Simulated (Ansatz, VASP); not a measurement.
## One calculation of Mg, two programs

The input INCAR:

```
  ALGO = Normal
  EDIFF = 1E-7
  ENCUT = 520
  GGA = CA
  ISIF = 2
  ISMEAR = -1
  LASPH = T
  LCHARG = T
  LELF = T
  LREAL = F
  LVHAR = T
  LWAVE = F
  NBANDS = 9
  NELM = 80
  PREC = Accurate
  SIGMA = 0.05
```

The input KPOINTS:

```
k-points
0
Gamma
  12 12 7
```

Contents of POSCAR:

```
Mg
1.0
    3.1771788172      0.0000000000      0.0000000000
   -1.5885894085      2.7515175680      0.0000000000
    0.0000000000      0.0000000000      5.2103300000
Mg
2
Direct
    0.3333333333      0.6666666667      0.2500000000
    0.6666666667      0.3333333333      0.7500000000
```

Input for Ansatz:

```yaml
crystal:
  lattice:
    - [3.1771788172, 0.0, 0.0]
    - [-1.5885894085, 2.751517568, 0.0]
    - [0.0, 0.0, 5.21033]
  atoms:
    - { symbol: Mg, position: [0.3333333333, 0.6666666667, 0.25] }
    - { symbol: Mg, position: [0.6666666667, 0.3333333333, 0.75] }
kpoints:
  mp_grid: { grid: [12, 12, 7] }
  band_path:
    path:
      - [0.0, 0.0, 0.0]
      - [0.5, 0.0, 0.0]
      - [0.3333333333, 0.3333333333, 0.0]
      - [0.0, 0.0, 0.0]
      - [0.0, 0.0, 0.5]
      - [0.5, 0.0, 0.5]
      - [0.3333333333, 0.3333333333, 0.5]
      - [0.0, 0.0, 0.5]
      - [0.5, 0.0, 0.5]
    npoints: 5
scf:
  occupations: { method: fermi_dirac, width: 0.05 }
hamiltonian:
  xc: lda
  pseudopotentials: { kind: all_electron, lapw: { basis_error: 0.001 } }
output:
  forces: true
  stress: true
  eigenvalues: true
```

Change from the starting cell: equal xx and yy strain of -1 %.

Alike in both runs: task single point; functional LDA; k mesh 12 × 12 × 7; occupations fermi-dirac, width 0.05 eV; no spin polarisation.

```csv
,VASP,Ansatz
version,VASP 6.6.1,Ansatz 0.2.0
potentials or method,"VASP PAW LDA potentials, release 64 (Mg)","all-electron LAPW, scalar-relativistic"
plane-wave cutoff (eV),520,see its input
```

VASP gave:

| Quantity | Value |
| --- | --- |
| pressure (GPa) | -2.2 |
| largest component of the traceless stress (GPa) | 1.02 |

Q: Which values does Ansatz return?

A: Pressure (GPa): -1.9; largest component of the traceless stress (GPa): 1.02.

Ansatz ran all-electron here, so the differences hold the error of VASP's frozen core and of both bases.
